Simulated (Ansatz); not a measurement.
# NaCl: the cost of one run

Program: Ansatz 0.2.0. Level of theory: DFT PBE, scalar-relativistic, plane waves, PAW. These are calculated values, not measurements.

### Step 1. Starting point

Symmetry: I-43m, No. 217, cubic system. Conventional cell: a = 7.896 Å, b = 7.896 Å, c = 7.896 Å, α = 90.00°, β = 90.00°, γ = 90.00°. Na (site symmetry 3m) is surrounded by 4 Cl at 2.39 to 2.57 Å. Cl (site symmetry 3m) has 4 Na at 2.39 to 2.57 Å as nearest neighbours.

As a file:

```
CELL_PARAMETERS angstrom
-3.94823 3.94823 3.94823
3.94823 -3.94823 3.94823
3.94823 3.94823 -3.94823
ATOMIC_POSITIONS crystal
Na 0.32531 0.00000 0.00000
Na 0.67469 0.67469 0.67469
Na 0.00000 0.32531 0.00000
Na 0.00000 0.00000 0.32531
Cl 0.00000 0.67469 0.00000
Cl 0.32531 0.32531 0.32531
Cl 0.67469 0.00000 0.00000
Cl 0.00000 0.00000 0.67469
```

The cell is invented: 4-connected net, two elements alternating (I-43m, No. 217). The dimensions are guesses.

### Step 2. The guess as it stands, on a coarse mesh

File input.yaml:

```yaml
crystal:
  lattice:
    - [-3.94822647, 3.94822647, 3.94822647]
    - [3.94822647, -3.94822647, 3.94822647]
    - [3.94822647, 3.94822647, -3.94822647]
  atoms:
    - { symbol: Na, position: [0.32530695, 0.0, 0.0] }
    - { symbol: Na, position: [0.67469305, 0.67469305, 0.67469305] }
    - { symbol: Na, position: [0.0, 0.32530695, 0.0] }
    - { symbol: Na, position: [0.0, 0.0, 0.32530695] }
    - { symbol: Cl, position: [0.0, 0.67469305, 0.0] }
    - { symbol: Cl, position: [0.32530695, 0.32530695, 0.32530695] }
    - { symbol: Cl, position: [0.67469305, 0.0, 0.0] }
    - { symbol: Cl, position: [0.0, 0.0, 0.67469305] }
basis:
  ecutwfc: 420
kpoints:
  mp_grid: { grid: [4, 4, 4] }
hamiltonian:
  xc: pbe
scf:
  occupations: { method: gaussian, width: 0.1 }
  lower_state_search: "off"
output:
  forces: true
  stress: true
  eigenvalues: true
```

Run with:

```sh
ansatz run input.yaml --threads 1 --pin off --max-ram 2560MiB --backend cpu --events-out ev --progress --plain --runs-dir out
```

**Question.** How long does this run take on 1 thread of Arm Neoverse V1, shared host, and how much memory does it need?

About 5.5 s, with a peak of 0.38 GiB.
